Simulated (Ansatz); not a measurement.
# CsPbBr3 (P4/mmm) in Ansatz: further runs

Runs on CsPbBr3. Level: PBEsol. Tasks: relaxation of the atoms.

All numbers are computed with Ansatz 0.2.0; they aren't measurements. Logs are shortened: lines on timing, memory, paths and dates and some standing lists are left out, and cuts for length are marked.

### 1 The structure

It takes space group P4/mmm (No. 123, tetragonal). Conventional cell: a = 5.635 Å, b = 5.635 Å, c = 5.870 Å, α = 90.00°, β = 90.00°, γ = 90.00°. Pb (site symmetry 4/mmm) has 6 Br at 2.82 to 2.94 Å as nearest neighbours. Cs (site symmetry 4/mmm) has 12 Br at 3.98 to 4.07 Å as nearest neighbours. Br (site symmetry 4/mmm) is surrounded by 2 Pb at 2.94 Å. Br (site symmetry mmm) is surrounded by 2 Pb at 2.82 Å.

Measurements of this composition are mostly on another form, of space group No. 62.

### 2 Relaxation of the atoms, PBEsol, 37.28 Å³/atom

Input file input.yaml:

```yaml
crystal:
  lattice:
    - [5.6352, 0.0, 0.0]
    - [0.0, 5.6352, 0.0]
    - [0.0, 0.0, 5.87]
  atoms:
    - { symbol: Pb, position: [0.5, 0.5, 0.5] }
    - { symbol: Cs, position: [0.0, 0.0, 0.0] }
    - { symbol: Br, position: [0.5, 0.5, 0.0] }
    - { symbol: Br, position: [0.5, 0.0, 0.5] }
    - { symbol: Br, position: [0.0, 0.5, 0.5] }
hamiltonian:
  xc: pbesol
  pseudopotentials: { kind: paw }
kpoints:
  mp_grid: { grid: [4, 4, 4] }
scf:
  occupations: { method: fermi_dirac, width: 0.05 }
output:
  forces: true
  stress: true
  eigenvalues: true
  write_density: true
  write_potential: true
  elf: true
  volumetric_format: npy
relax:
  f_tol: 0.01
  max_steps: 40
```

Potentials or basis: Ansatz PAW.

Started as:

```bash
$ ansatz run input.yaml --threads 2 --pin off --max-ram 5632MiB --backend cpu --events-out ev --progress --plain --runs-dir out
```

Standard output:

```text
Warning: output.stress: scf.convergence.dr2_threshold = 1e-7 eV (the SCF's general default) is looser than the 5e-10 eV advised for a printed stress (1e-10 eV for each atom of the cell: 5). What an SCF threshold leaves in a stress goes as its square root, and in the free energy as the threshold itself, and one threshold admits the most on a small cell: of the crystals measured, under no hybrid functional and no lock of the moments, on runs that ended without the residual-converged pass, on stresses that held no estimate of that error, the worst erred by over 100 MPa in a component at 1e-7 eV an atom and by under 5 at 1e-10. Every solve of this run answers to scf.convergence.dr2_threshold, and the tensor of one is reported: a single SCF on the reported geometry and on this run's grids (its basis.xc_grid and basis.ecutrho_ratio typed), with scf.convergence.dr2_threshold at 5e-10 eV or tighter, prints it and tightens no other solve. Else set scf.convergence.dr2_threshold to 5e-10 eV or tighter. The threshold is an SCF's pass mark: one that does not reach it within its budget of iterations ends unconverged, or closes short of it on a stop that the run arms, and scf.convergence.dr2_threshold's page says what that costs each kind of run
Warning: RAYON_NUM_THREADS=2 ignored (pool sized by the plan → 2); use --threads N
Engine: ansatz 0.2.0, x86_64-unknown-linux-gnu
Pseudopotentials: kind: paw
Pseudopotential: Pb, paw, valence charge 14, recommended cutoff 420 eV (normal), Pb.paw.azcp
Pseudopotential: Cs, paw, valence charge 9, recommended cutoff 420 eV (normal), Cs.paw.azcp
Pseudopotential: Br, paw, valence charge 7, recommended cutoff 420 eV (normal), Br.paw.azcp
Functional definition: PBEsol
  exchange = pbesol_x
  correlation = pbesol_c
Crystal: 5 atoms, lattice volume = 186.405 Å³
Basis set: ecut = 420 eV, 3655 PW (Γ), exchange–correlation on 80×80×80 points (8 copies of the dense FFT grid, shifted against one another)
Bands: 27, of which v1, the nominal top of the filled ones, is band 22 counted from 1 (21 counted from 0)
Symmetry: 16 space group operations
Space group: P4/mmm (ITA 123), of the structure as read, at distance tolerance 5.7e-5 Å
k-points: 18 of 64
Non-local potential: Pb, projectors of the file, l = 0: 2, l = 1: 2, l = 2: 2, l = 3: 2
Non-local potential: Cs, projectors of the file, l = 0: 3, l = 1: 2, l = 2: 2, l = 3: 2
Non-local potential: Br, projectors of the file, l = 0: 2, l = 1: 2, l = 2: 2
PAW form: soft (Blöchl's): semilocal exchange-correlation on the pseudo side does not see the compensation charge
PAW frozen core: Pb, regenerated for the run's functional, and the local potential with it (the file was generated under x = pbe(κ = 0.804, μ = 0.2195149727645171), c = pbe(β = 0.06672455060314922))
PAW frozen core: Cs, regenerated for the run's functional, and the local potential with it (the file was generated under x = pbe(κ = 0.804, μ = 0.2195149727645171), c = pbe(β = 0.06672455060314922))
PAW frozen core: Br, regenerated for the run's functional, and the local potential with it (the file was generated under x = pbe(κ = 0.804, μ = 0.2195149727645171), c = pbe(β = 0.06672455060314922))
PAW one-centre angular grid: Pb, 590 points (default); XC on 64 Gauss nodes
PAW one-centre angular grid: Cs, 194 points (default); XC on 64 Gauss nodes
PAW one-centre angular grid: Br, 110 points (default); XC on 64 Gauss nodes
Initial density: superposition of atomic densities (neutral atoms: chi_scale 0, normalization atom), corrected by the library's trained network
Initial wavefunctions: pseudopotential atomic-orbital guess
Functional: x = pbesol(κ = 0.804, μ = 0.12345679012345678), c = pbesol(β = 0.046)
SCF iter   1: F=—  HF=-25556.287648 eV  |F-HF|=—  |Δ(HF+E_count)|=         —  Δρ=1.59e-3  dr2=5.91e-3  ethr=1.77e-3  ⟨swp⟩=7.9  Hψ=2644  notcnv=0
preconditioner: auto → Resta (q_TF=auto, 2.145 Å⁻¹)  ε∞=2.9  [insulator: Δε(μ)=0.789 eV  Ē_g=12.917 eV  σ=0.050 eV  W_gap=1.00  n_scr=28 (ndim 8)  ℏωp=17.6 eV  f_vac=0.039  D(μ)=0.00/eV (n_scr^D=0)  ε∞_Penn≈2.9]
SCF iter   2: F=—  HF=-25556.286832 eV  |F-HF|=—  |Δ(HF+E_count)|=   8.15e-4  Δρ=8.43e-4  dr2=1.37e-3  ethr=1.34e-5  ⟨swp⟩=2.3  Hψ=995  notcnv=0
SCF iter   3: F=—  HF=-25556.286910 eV  |F-HF|=—  |Δ(HF+E_count)|=   7.73e-5  Δρ=1.84e-4  dr2=7.81e-5  ethr=3.11e-6  ⟨swp⟩=2.4  Hψ=823  notcnv=0
SCF iter   4: F=—  HF=-25556.286924 eV  |F-HF|=—  |Δ(HF+E_count)|=   1.43e-5  Δρ=6.13e-5  dr2=9.60e-6  ethr=1.78e-7  ⟨swp⟩=2.0  Hψ=847  notcnv=0
SCF iter   5: F=—  HF=-25556.286934 eV  |F-HF|=—  |Δ(HF+E_count)|=   9.72e-6  Δρ=1.11e-5  dr2=4.60e-7  ethr=2.18e-8  ⟨swp⟩=2.0  Hψ=693  notcnv=0
SCF iter   6: F=-25556.286934 eV  HF=-25556.286934 eV  |F-HF|=2.18e-8  |Δ(HF+E_count)|=   6.21e-7  Δρ=2.61e-6  dr2=2.24e-8  ethr=2.27e-10  ⟨swp⟩=14.5  Hψ=4282  notcnv=0
SCF 1 converged in 6 iterations: F = -25556.286934 eV  dr2 = 2.24e-8
relax step   1: F+E_penalty+E_count = -25556.28693429 eV  Δ(F+E_penalty+E_count) = +0.000e0 eV  max|allowed force component| = 2.686e-29 eV/Å  Δτ_max = 0.0000 Å  (6 SCF iters, accepted)
SCF converged after 6 iterations
Free energy (F): -25556.286934 eV
Harris-Foulkes:  -25556.286934 eV  (|F-HF|=2.18e-8)
Internal energy: -25556.286925 eV  (E = F + TS)
E sigma→0 (E₀):  -25556.286930 eV
Entropy (-TS):   -0.000009 eV (-0.002 meV/atom)
Fermi energy:    5.392415 eV
--- Per-component energies (eV) ---
  E_band       = -213.732725
  E_kinetic    = 833.665093
  E_local      = -2573.183431  (includes V_loc(G=0)·N_el)
  E_nonlocal   = 595.698901
  E_hartree    = 945.546126
  E_xc         = -1179.096389
  E_vxc        = -573.694668  (∫ρ·V_xc dr)
  E_paw        = -21845.049351  (= ΣΔE_a)
  E_vpaw       = -387.313166  (= ΣTr[D̂ρ^β])
  E_aug_tail   = 0.000045  (compensation charges beyond the density's cutoff)
  E_ewald      = -2334.351006
  E_core_change = 0.483088  (= ΣΔE_core)
  E_smearing   = -0.000009  (= −TS)
  E_closure    = 0.000000  (closes the sum)
  Σ components = -25556.286934   (vs F -25556.286934, Δ=0.00e0)
--- Forces (eV/Å), atoms counted from 1 ---
  atom   1  Pb    -0.00000000    -0.00000000     0.00000000
  atom   2  Cs     0.00000000     0.00000000     0.00000000
  atom   3  Br     0.00000000    -0.00000000     0.00000000
  atom   4  Br     0.00000000    -0.00000000     0.00000000
  atom   5  Br     0.00000000     0.00000000     0.00000000
  max |Σ_I F_I| component: 2.74e-29 eV/Å
--- Stress (GPa, compression-positive) ---
        3.300310       0.000000       0.000000
        0.000000       3.300310       0.000000
        0.000000       0.000000       0.732419
  P = ⅓ Tr σ = 2.4443 GPa (24.443 kbar)
--- Band table (eV; the first three rows and the last of 18) ---
  k-point 0: bands = ["-16.9217", "-12.3815", "-12.3013", "-12.0623", "-12.0623", "-12.0590", "-10.6744", "-9.6977", "-9.6690", "-3.7289", "-3.7165", "-3.7165", "-2.3314", "-0.3452", "-0.3452", "-0.0892", "2.1165", "2.1694", "2.1694", "2.3190", "2.3190", "2.3281", "7.3742", "8.3009", "8.4080", "9.0877", "9.0877"]
  k-point 1: bands = ["-16.9210", "-12.3814", "-12.2706", "-12.0629", "-12.0629", "-12.0590", "-10.5915", "-9.8488", "-9.6681", "-3.7106", "-3.7072", "-3.7072", "-2.8015", "-0.3161", "-0.3161", "0.7998", "2.0465", "2.1190", "2.1190", "2.2457", "2.2457", "2.3916", "7.9835", "8.7610", "8.7738", "8.8628", "9.4418"]
  k-point 2: bands = ["-16.9203", "-12.3813", "-12.2397", "-12.0635", "-12.0635", "-12.0590", "-10.4454", "-10.0633", "-9.6672", "-3.6979", "-3.6979", "-3.6937", "-3.1066", "-0.2860", "-0.2860", "1.3036", "1.9799", "2.0679", "2.0679", "2.1750", "2.1750", "2.9878", "7.1485", "8.8327", "9.3626", "9.4596", "9.8041"]
  k-point 17: bands = ["-16.9168", "-12.1741", "-12.1456", "-12.0656", "-12.0656", "-12.0634", "-10.2309", "-10.2309", "-10.0585", "-4.8859", "-3.7780", "-3.7780", "-3.7616", "1.2768", "1.4076", "1.4076", "2.1400", "2.1726", "2.7093", "2.7093", "2.7729", "4.9925", "5.7926", "6.1122", "6.1122", "8.8641", "9.5559"]
--- Relaxed structure (1 steps of the walk, 1 accepted, 0 SCFs on fresh bases) ---
  F+E_penalty+E_count = -25556.28693429 eV   max|allowed force component| = 2.686e-29 eV/Å
  atoms:
    - { symbol: Pb, position: [0.5, 0.5, 0.4999999999999999] }
    - { symbol: Cs, position: [0.0, 0.0, 0.0] }
    - { symbol: Br, position: [0.5, 0.5, 0.0] }
    - { symbol: Br, position: [0.5, 0.0, 0.4999999999999999] }
    - { symbol: Br, position: [0.0, 0.5, 0.4999999999999999] }
```

Run time: 3.9 s. Hardware: 2 threads of Intel Xeon Platinum 8259CL at 2.50GHz (Skylake/Cascade Lake), shared host; peak memory 0.53 GiB.

Results:

| Property | Result |
| --- | --- |
| Free energy | -25556.2869 eV |
| Pressure after relaxing | 2.4 GPa |
| Band gap on the k mesh | 0.80 eV, direct |

Caveat: the relaxation stopped at its first step, so nothing moved; spin-orbit coupling is left out, which as a rule narrows the gap of such compounds by several tenths of an eV; the PAW data sets come from PBE, with cores solved anew for the run's functional, which leaves a small shift of forces and pressure; the thresholds are loose for stress.

### 3 Relaxation of the atoms, PBEsol, 38.85 Å³/atom

input.yaml, as its differences from that of step 2:

```diff
@@ -2,4 +2,4 @@
   lattice:
-    - [5.6352, 0.0, 0.0]
-    - [0.0, 5.6352, 0.0]
+    - [5.7526, 0.0, 0.0]
+    - [0.0, 5.7526, 0.0]
     - [0.0, 0.0, 5.87]
@@ -22,6 +22,2 @@
   eigenvalues: true
-  write_density: true
-  write_potential: true
-  elf: true
-  volumetric_format: npy
 relax:
```

Potentials or basis: Ansatz PAW.

Started as:

```bash
$ ansatz run input.yaml --threads 2 --pin off --max-ram 5632MiB --backend cpu --events-out ev --progress --plain --runs-dir out
```

Run time: 3.8 s. Hardware: 2 threads of Intel Xeon Platinum 8259CL at 2.50GHz (Skylake/Cascade Lake), shared host; peak memory 0.52 GiB.

It converged, with:

| Quantity | Value |
| --- | --- |
| Free energy | -25556.4027 eV |
| Pressure after relaxing | 1.1 GPa |
| Band gap on the k mesh | 1.14 eV, direct |

Caveat: the relaxation stopped at its first step, so nothing moved; spin-orbit coupling is left out, which as a rule narrows the gap of such compounds by several tenths of an eV; the PAW data sets come from PBE, with cores solved anew for the run's functional, which leaves a small shift of forces and pressure; the thresholds are loose for stress.
